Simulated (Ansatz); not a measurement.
SiO2:

```
CELL_PARAMETERS angstrom
4.97559 0.00000 0.00000
0.00000 4.97559 0.00000
0.00000 0.00000 6.90089
ATOMIC_POSITIONS crystal
Si 0.80325 0.80325 0.50000
Si 0.69675 0.30325 0.25000
Si 0.30325 0.69675 0.75000
Si 0.19675 0.19675 0.00000
O 0.76176 0.11039 0.43204
O 0.88961 0.23824 0.06796
O 0.11039 0.76176 0.56796
O 0.26176 0.38961 0.81796
O 0.23824 0.88961 0.93204
O 0.73824 0.61039 0.31796
O 0.38961 0.26176 0.18204
O 0.61039 0.73824 0.68204
```

The cell comes from a database or a generator and needn't be the stable form of this composition.

Base run:

| Item | Value |
| --- | --- |
| Program | Ansatz 0.2.0 |
| Functional | r2SCAN |
| Potentials or basis | Ansatz PAW |
| Cutoff | 500 eV (not typed: the program's choice for these potentials) |
| k mesh | 6 × 6 × 4 |
| Occupations | fermi-dirac, width 0.05 eV |
| Spin | no spin polarisation |

Its results: band gap on the k mesh 6.35 eV, direct; pressure 0.1 GPa; largest force 0.033 eV/Å.

Problem. The run is repeated on the same cell with these changes: functional from r2SCAN to PBE; cutoff from 500 eV (not typed: the program's choice for these potentials) to 250 eV. What comes out?

Solution. Band gap on the k mesh 5.48 eV, direct; pressure 7.2 GPa; largest force 0.498 eV/Å.

r2SCAN gives the wider gap, since meta-GGAs in the generalised Kohn-Sham scheme recover part of the derivative discontinuity.

Caveats: the PAW data sets come from PBE, with cores solved anew for the run's functional, which leaves a small shift of forces and pressure (some runs); the pressure holds a Pulay correction of +64.3 GPa for the finite cutoff (some runs); the cutoff lies under the one recommended for these potentials (some runs).
